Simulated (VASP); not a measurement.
Sb, 2 atoms in the cell. Symmetry: R-3m, No. 166, trigonal system. Conventional cell: a = 4.308 Å, b = 4.308 Å, c = 11.274 Å, α = 90.00°, β = 90.00°, γ = 120.00°. Sb (site symmetry 3m) is surrounded by 3 Sb at 2.91 Å. 

- Program: VASP 6.6.1
- Task: relaxation of cell and atoms
- Functional: PBE
- Potentials or basis: VASP PAW PBE potentials, release 64 (Sb)
- Cutoff: 600 eV
- k mesh: 10 × 10 × 10
- Occupations: methfessel-paxton, width 0.1 eV
- Spin: no spin polarisation
- Further INCAR settings: ALGO = Normal; EDIFF = 1e-06; IBRION = 2; EDIFFG = -0.01; NSW = 90; ISIF = 3

Potentials or basis: VASP PAW PBE potentials, release 64 (Sb).

Launch:

```sh
$ cat potpaw_PBE.64/Sb/POTCAR > POTCAR
$ mpirun -np 1 vasp_std > vasp.out
```

Hardware: 1 thread of Intel(R) Xeon(R) 6975P-C (Granite Rapids) (shared host).

Q: How long does it take, and how much memory?

A: It took 78 s on 1 thread of Intel(R) Xeon(R) 6975P-C (Granite Rapids), with other jobs on the host, peak memory 0.26 GiB. Counts: scf iterations 41, k points 116, ion steps 7.
